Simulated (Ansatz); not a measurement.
# ZnAu: relativity, spin-orbit coupling and the nucleus

What happens to ZnAu at a fixed cell under these changes: no relativity; spin-orbit coupling on; point nuclei; inner shells corrected to Dirac's equation?

Method: DFT, at the level named in each step, in Ansatz 0.2.0.

## (1) Starting point

The structure is cubic, space group Pm-3m (No. 221). Conventional cell: a = 3.147 Å, b = 3.147 Å, c = 3.147 Å, α = 90.00°, β = 90.00°, γ = 90.00°. Zn (site symmetry m-3m) is surrounded by 8 Au at 2.73 Å. Au (site symmetry m-3m) has 8 Zn at 2.73 Å as nearest neighbours.

Structure file:

```
CELL_PARAMETERS angstrom
3.14700 0.00000 0.00000
0.00000 3.14700 0.00000
0.00000 0.00000 3.14700
ATOMIC_POSITIONS crystal
Zn 0.50000 0.50000 0.50000
Au 0.00000 0.00000 0.00000
```

The cell comes from a crystallographic database entry that wasn't checked; take it as a given geometry, which may be far from equilibrium.

Atoms are numbered in the order of the input: Zn1, Au2.

## (2) No relativity, LAPW

Contents of input.yaml:

```yaml
crystal:
  lattice:
    - [3.147, 0.0, 0.0]
    - [0.0, 3.147, 0.0]
    - [0.0, 0.0, 3.147]
  atoms:
    - { symbol: Zn, position: [0.5, 0.5, 0.5] }
    - { symbol: Au, position: [0.0, 0.0, 0.0] }
kpoints:
  mp_grid: { grid: [12, 12, 12] }
  band_path:
    path:
      - [0.0, 0.0, 0.0]
      - [0.0, 0.5, 0.0]
      - [0.5, 0.5, 0.0]
      - [0.0, 0.0, 0.0]
      - [0.5, 0.5, 0.5]
      - [0.0, 0.5, 0.0]
      - [0.5, 0.5, 0.5]
      - [0.5, 0.5, 0.0]
    npoints: 5
scf:
  occupations: { method: fermi_dirac, width: 0.05 }
hamiltonian:
  xc: pbe
  pseudopotentials:
    kind: all_electron
    lapw: { basis_error: 0.0005 }
    relativity: none
output:
  forces: true
  stress: true
  eigenvalues: true
```

## (3) Spin-orbit coupling on, LAPW

Edit input.yaml of step 2 so:

```diff
@@ -25,6 +25,3 @@
   xc: pbe
-  pseudopotentials:
-    kind: all_electron
-    lapw: { basis_error: 0.0005 }
-    relativity: none
+  pseudopotentials: { kind: all_electron, lapw: { basis_error: 0.0005 } }
 output:
@@ -33 +30,4 @@
   eigenvalues: true
+magnetization:
+  noncollinear: true
+  spin_orbit: true
```

## (4) Spin-orbit coupling on, PAW

Edit input.yaml of step 3 so:

```diff
@@ -25,3 +25,3 @@
   xc: pbe
-  pseudopotentials: { kind: all_electron, lapw: { basis_error: 0.0005 } }
+  pseudopotentials: { kind: paw_fr }
 output:
@@ -30,2 +30,3 @@
   eigenvalues: true
+  efg: { contact_densities: true }
 magnetization:
```

## (5) Point nuclei, LAPW

Contents of input.yaml:

```yaml
crystal:
  lattice:
    - [3.147, 0.0, 0.0]
    - [0.0, 3.147, 0.0]
    - [0.0, 0.0, 3.147]
  atoms:
    - { symbol: Zn, position: [0.5, 0.5, 0.5] }
    - { symbol: Au, position: [0.0, 0.0, 0.0] }
kpoints:
  mp_grid: { grid: [12, 12, 12] }
scf:
  occupations: { method: fermi_dirac, width: 0.05 }
hamiltonian:
  xc: pbe
  pseudopotentials:
    kind: all_electron
    lapw: { basis_error: 0.0005 }
    nuclear_model: point
output:
  forces: true
  stress: true
  eigenvalues: true
```

## (6) Point nuclei, crystal datasets

Edit input.yaml of step 5 so:

```diff
@@ -14,6 +14,3 @@
   xc: pbe
-  pseudopotentials:
-    kind: all_electron
-    lapw: { basis_error: 0.0005 }
-    nuclear_model: point
+  pseudopotentials: { kind: all_electron, datasets: crystal, nuclear_model: point }
 output:
@@ -22 +19,2 @@
   eigenvalues: true
+  efg: { contact_densities: true }
```

## (7) Inner shells corrected to Dirac's equation, LAPW

Edit input.yaml of step 6 so:

```diff
@@ -14,3 +14,6 @@
   xc: pbe
-  pseudopotentials: { kind: all_electron, datasets: crystal, nuclear_model: point }
+  pseudopotentials:
+    kind: all_electron
+    lapw: { basis_error: 0.0005 }
+    dirac_shells: { Zn: ["2p"], Au: ["4p", "4d"] }
 output:
@@ -19,2 +22 @@
   eigenvalues: true
-  efg: { contact_densities: true }
```

(Steps that only read results are left out.)

Q: Predict the outcome of this session. Wanted: pressure, no relativity, LAPW; pressure, spin-orbit coupling on, LAPW; pressure, point nuclei, LAPW; pressure, inner shells corrected to Dirac's equation, LAPW.

**Answer**, as computed:

| quantity | value |
| --- | --- |
| pressure, no relativity, LAPW | 20.21 GPa |
| pressure, spin-orbit coupling on, LAPW | 4.07 GPa |
| pressure, point nuclei, LAPW | 4.85 GPa |
| pressure, inner shells corrected to Dirac's equation, LAPW | 4.93 GPa |

Going from no relativity to the scalar-relativistic run with point nuclei moves the pressure by -15.36 GPa; the heaviest element has Z = 79. From that run, spin-orbit coupling moves the pressure by -0.78 GPa. With spin-orbit coupling, PAW lies -0.01 GPa from LAPW in pressure.
